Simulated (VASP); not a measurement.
A run of VASP 6.6.1 is set up as follows.

File INCAR:

```
SYSTEM = MnS
PREC = Accurate
ENCUT = 520
EDIFF = 1E-7
ISMEAR = -1
SIGMA = 0.05
LREAL = .FALSE.
LASPH = .TRUE.
NELM = 100
ALGO = Normal
ISIF = 2
LWAVE = .FALSE.
LCHARG = .FALSE.
ISPIN = 2
MAGMOM = 4 0
LORBIT = 11
LMAXMIX = 4
GGA = PE
NBANDS = 20
```

Contents of KPOINTS:

```
regular mesh
0
G
  9 9 9
  0 0 0
```

The input POSCAR:

```
MnS
1.0
    0.0000000000      2.4734634191      2.4734634191
    2.4734634191      0.0000000000      2.4734634191
    2.4734634191      2.4734634191      0.0000000000
Mn S
1 1
Direct
    0.0000000000      0.0000000000      0.0000000000
    0.7500000000      0.7500000000      0.7500000000
```

Potentials or basis: VASP PAW PBE potentials, release 64 (Mn_pv, S).

Launch:

```sh
$ cat potpaw_PBE.64/Mn_pv/POTCAR potpaw_PBE.64/S/POTCAR > POTCAR
$ mpirun -np 1 vasp_std > vasp.out
```

(1) What does it give for the net moment?

(2) Predict the pressure.

Results:

(1) -0.22 μB per cell.

(2) 3.1 GPa.
